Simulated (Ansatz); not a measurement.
# Ge: the cost of one run

Method: DFT PBEsol, scalar-relativistic, plane waves, PAW, in Ansatz 0.2.0.

2 further runs of the same task are left out: 2 set aside as unsound or not needed.

## Step 1: The system as given

The structure is hexagonal, space group P6_3/mmc (No. 194). The conventional cell has a = 3.997 Å, b = 3.997 Å, c = 6.596 Å, α = 90.00°, β = 90.00°, γ = 120.00°. Around Ge (site symmetry 3m) lie 4 Ge at 2.45 to 2.47 Å.

Structure file:

```
CELL_PARAMETERS angstrom
3.99697 0.00000 0.00000
-1.99848 3.46148 0.00000
0.00000 0.00000 6.59637
ATOMIC_POSITIONS crystal
Ge 0.66667 0.33333 0.06291
Ge 0.33333 0.66667 0.56291
Ge 0.66667 0.33333 0.43709
Ge 0.33333 0.66667 0.93709
```

It goes back to an entry of the Materials Project, which need not be the stable form.

It is the result of an earlier relaxation at this level (volume 22.82 Å³/atom; gap on the mesh: none (metal)).

## Step 2: Target pressure -2 GPa

File input.yaml:

```yaml
crystal:
  lattice:
    - [4.0226379407, 0.0, 0.0]
    - [-2.0113189704, 3.4837066469, 0.0]
    - [0.0, 0.0, 6.6387295621]
  atoms:
    - { symbol: Ge, position: [0.6666666667, 0.3333333333, 0.0629118567] }
    - { symbol: Ge, position: [0.3333333333, 0.6666666667, 0.5629118567] }
    - { symbol: Ge, position: [0.6666666667, 0.3333333333, 0.4370881433] }
    - { symbol: Ge, position: [0.3333333333, 0.6666666667, 0.9370881433] }
basis:
  ecutwfc: 420
kpoints:
  mp_grid: { grid: [12, 12, 6] }
hamiltonian:
  xc: pbesol
scf:
  occupations: { method: gaussian, width: 0.1 }
output:
  forces: true
  stress: true
  eigenvalues: true
relax:
  adjacent_minimum: "off"
  f_tol: 0.008
  max_steps: 50
  cell: { stress_tol: 0.08, p_target: -2.0 }
```

Run with:

```console
ansatz run input.yaml --threads 1 --pin off --max-ram 2560MiB --backend cpu --events-out ev --progress --plain --runs-dir out
```

Q: Estimate wall time and peak memory on 1 thread of Intel Xeon Platinum 8488C (Sapphire Rapids), shared host.

About 32 s, with a peak of 0.54 GiB.
